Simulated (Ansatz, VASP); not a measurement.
## One calculation of V, two programs

INCAR

```
SYSTEM = V
PREC     = Accurate       ! precision mode
ENCUT    = 520            ! plane-wave cutoff, eV
EDIFF    = 1E-6           ! SCF threshold, eV
ISMEAR   = 0              ! smearing method
SIGMA    = 0.1            ! smearing width, eV
LREAL    = .FALSE.        ! projectors in reciprocal space
LASPH    = .TRUE.         ! aspherical terms in the spheres
NELM     = 150            ! most SCF steps
ALGO     = Normal         ! electronic algorithm
ISIF     = 2              ! what is computed and relaxed
LWAVE    = .FALSE.        ! write WAVECAR
LCHARG   = .FALSE.        ! write CHGCAR
ISPIN    = 2              ! spin polarisation
MAGMOM   = 2 2 2          ! initial moments
LORBIT   = 11             ! projections on sites
LMAXMIX  = 4              ! l up to which the mixer works
GGA      = PS             ! functional
NBANDS   = 30             ! bands
```

File KPOINTS:

```
regular mesh
0
G
  6 6 4
  0 0 0
```

Contents of POSCAR:

```
V
1.0
    3.5089318195      0.0000000000      0.0000000000
   -1.7544659098      3.0388240959      0.0000000000
    0.0000000000      0.0000000000      3.9810006102
V
3
Direct
    0.2254000000      0.0000000000      0.3333333333
    0.0000000000      0.2254000000      0.6666666667
    0.7746000000      0.7746000000      0.0000000000
```

Input for Ansatz:

```yaml
crystal:
  lattice:
    - [3.5089318195, 0.0, 0.0]
    - [-1.7544659098, 3.0388240959, 0.0]
    - [0.0, 0.0, 3.9810006102]
  atoms:
    - { symbol: V, position: [0.2254, 0.0, 0.3333333333], spin: 2.0 }
    - { symbol: V, position: [0.0, 0.2254, 0.6666666667], spin: 2.0 }
    - { symbol: V, position: [0.7746, 0.7746, 0.0], spin: 2.0 }
basis:
  ecutwfc: 420
kpoints:
  mp_grid: { grid: [6, 6, 4] }
hamiltonian:
  xc: pbesol
scf:
  occupations: { method: gaussian, width: 0.1 }
  lower_state_search: "off"
output:
  forces: true
  stress: true
  eigenvalues: true
  populations: true
magnetization:
  spin_polarized: true
```

Alike in both runs: task single point; functional PBEsol; k mesh 6 × 6 × 4; occupations gaussian, width 0.1 eV; collinear spin.

|  | VASP | Ansatz |
| --- | --- | --- |
| version | VASP 6.6.1 | Ansatz 0.2.0 |
| potentials or method | VASP PAW PBE potentials, release 64 (V_sv) | scalar-relativistic, plane waves, PAW |
| plane-wave cutoff (eV) | 520 | 420 |
| valence electrons in the cell | 39 | 39 |

Ansatz gave:

| Quantity | Value |
| --- | --- |
| gap on the k mesh at the Fermi level (eV) | none |
| pressure (GPa) | 12.7 |
| largest component of the traceless stress (GPa) | 2.99 |
| rms of the force components (eV/Å) | 2.124 |
| net moment per atom (μB) | 0.00 |

Problem. What did VASP give for the same quantities?

Solution. gap on the k mesh at the Fermi level (eV): none; pressure (GPa): 19.9; largest component of the traceless stress (GPa): 6.80; rms of the force components (eV/Å): 2.838; net moment per atom (μB): 0.00.

Atom by atom the forces differ by 0.714 eV/Å (rms over components). A gap of «none» marks a metal or a gap that the smearing closes. Ansatz warned: «seeded_moment_not_kept».

Caveats: the k mesh is coarse (spacing up to 0.39 Å⁻¹), so the values aren't converged; so large a pressure means that the cell lies far from this level's equilibrium, or that cutoff or potentials fall short (VASP); the potentials were made for another functional, which shifts forces and pressure (VASP).
